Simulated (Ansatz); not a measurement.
**Strain response of MgO**

These are results of DFT r2SCAN, scalar-relativistic, plane waves, PAW (Ansatz), not measurements. Run with 500 eV cutoff, 8×8×6 k-mesh, Gaussian smearing of 0.02 eV, no spin polarisation.

Starting point, cell and atoms relaxed:

```xyz
4
Lattice="2.1022 2.1022 0.0000 -2.1022 2.1022 0.0000 0.0000 0.0000 4.2044" Properties=species:S:1:pos:R:3 pbc="T T T"
Mg    0.0000    0.0000    0.0000
Mg    0.0000    2.1022    2.1022
O     0.0000    2.1022    0.0000
O     0.0000    0.0000    2.1022
```

Deformation: shear that moves c along a by the strain times its height over the a-b plane, the cell held and the atoms relaxed, all within the symmetry that the strain leaves. Energies are extrapolated to zero smearing. Gaps are generalised Kohn–Sham gaps over the whole zone.

| strain (%) | ΔE (meV/atom) | a (Å) | b (Å) | c (Å) | gap (eV) |
| --- | --- | --- | --- | --- | --- |
| +0.0 | 0.0 | 2.973 | 2.973 | 4.204 | 5.68 |
| +1.0 | 0.5 | 2.973 | 2.973 | 4.205 | 5.64 |
| +2.0 | 1.8 | 2.973 | 2.973 | 4.205 | 5.60 |
| +3.0 | 4.1 | 2.973 | 2.973 | 4.206 | 5.56 |
| +4.0 | 7.3 | 2.973 | 2.973 | 4.208 | 5.51 |
| +6.0 | 16.3 | 2.973 | 2.973 | 4.212 | 5.41 |

Task: What stiffness (1/V) d²E/dε² at zero strain does a cubic fit over all points give?

Result: A cubic fit gives (1/V) d²E/dε² = 157 GPa at zero strain (the shear constant for this plane and direction).